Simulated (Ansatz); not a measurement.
BP: the change of pressure with volume scale

All results are calculated (Ansatz 0.2.0). Periodic Kohn-Sham DFT of a crystal at fixed atoms, scaled to volume_scale times the given cell; pressure positive in compression, energy less spherical unpolarised free atoms, largest_vzz the field gradient of largest size among the nuclei.

The cell before it is scaled or strained (space group F-43m, No. 216):
```
BP
1.0
      0.0000     2.2690     2.2690
      2.2690     0.0000     2.2690
      2.2690     2.2690     0.0000
B P
1 1
Direct
  0.00000 0.00000 0.00000
  0.75000 0.75000 0.75000
```

Settings of every row: method all-electron PAW; functional LDA; relativity scalar; k mesh 12x12x12; filling fermi-dirac; smearing width 0.08 eV; nucleus gaussian.

Atom start moment: 0 on all atoms.

```
row  volume scale  V (Å³/atom)  pressure (GPa)
  1          0.94       10.981           5.602
  2          0.96       11.214           1.624
  3          0.98       11.448               ?
  4          0.99       11.565          -3.658
  5             1       11.682          -5.251
  6          1.01       11.798          -6.769
  7          1.02       11.915          -8.213
  8          1.04       12.149         -10.896
  9          1.06       12.383         -13.326
```

Question: what pressure should row 3 give?

Worked fit of pressure. Take u = (V_r/V)^(2/3) − 1 with V_r = 11.74 Å³ an atom, which is twice the finite (Eulerian) strain; such expansions in the strain, on which the Birch-Murnaghan equation of state is built, carry the rest volume and the bulk modulus. The shown rows have u = 0.04556, 0.03103, 0.01006, 0.00331, -0.00328, -0.00982, -0.02257, -0.03492. Least squares give pressure = −6.0206 + 229.015 × u + 569.9 × u² GPa; a straight line predicts inner rows, each left out in turn, worse (root mean square 0.3 against 0.0072 GPa). The rows lie off it by 0.006, -0.010, 0.001, 0.005, -0.003, 0.002, 0.003, -0.003 (root mean square 0.0049 GPa). The pressure vanishes at u = 0.0248, or V = 11.32 Å³ an atom, and there the bulk modulus at fixed shape and fractions is B = −V dP/dV = (2/3)(1 + u) dP/du = 176 GPa. The withheld row has u = 0.01693, so the fit gives −6.0206 + 229.015 × (0.01693) + 569.9 × (0.01693)² = -1.980 GPa.

The calculation gave -1.984 GPa. The fit lies 0.004 GPa (0.021 % of the column's range) above it; its largest miss of a shown row is 0.010 GPa.
